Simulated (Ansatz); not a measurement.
# Ir, omega (AlB2-type): how the functional moves the structure

All rows: Ansatz, plane waves with scalar-relativistic PAW, 420 eV (500 eV for the SCAN forms), relaxed under each functional, no dispersion correction, no zero-point motion. B₀ comes from uniform scaling at fixed shape; a dash is a value not given.

| functional | V (Å³/atom) | cell | B₀ (GPa) | magnetic state | ΔE to fcc (meV/atom) |
| --- | --- | --- | --- | --- | --- |
| PBE | 14.98 | a = 4.380 Å, c = 2.705 Å (c/a = 0.618) | 323 | spin not included | 336 |
| r²SCAN | 14.66 | a = 4.349 Å, c = 2.686 Å (c/a = 0.618) | 350 | spin not included | 361 |
| PBEsol | 14.50 | a = 4.334 Å, c = 2.673 Å (c/a = 0.617) | 360 | spin not included | 362 |
| LDA | 14.27 | a = 4.313 Å, c = 2.658 Å (c/a = 0.616) | 377 | spin not included | 370 |
| revPBE | 15.11 | a = 4.392 Å, c = 2.713 Å (c/a = 0.618) | 312 | spin not included | 329 |
| RPBE | 15.16 | a = 4.397 Å, c = 2.717 Å (c/a = 0.618) | 307 | spin not included | 327 |
| BLYP | 15.76 | a = 4.452 Å, c = 2.755 Å (c/a = 0.619) | 271 | spin not included | 277 |

LDA gives the smallest volume and BLYP the largest.
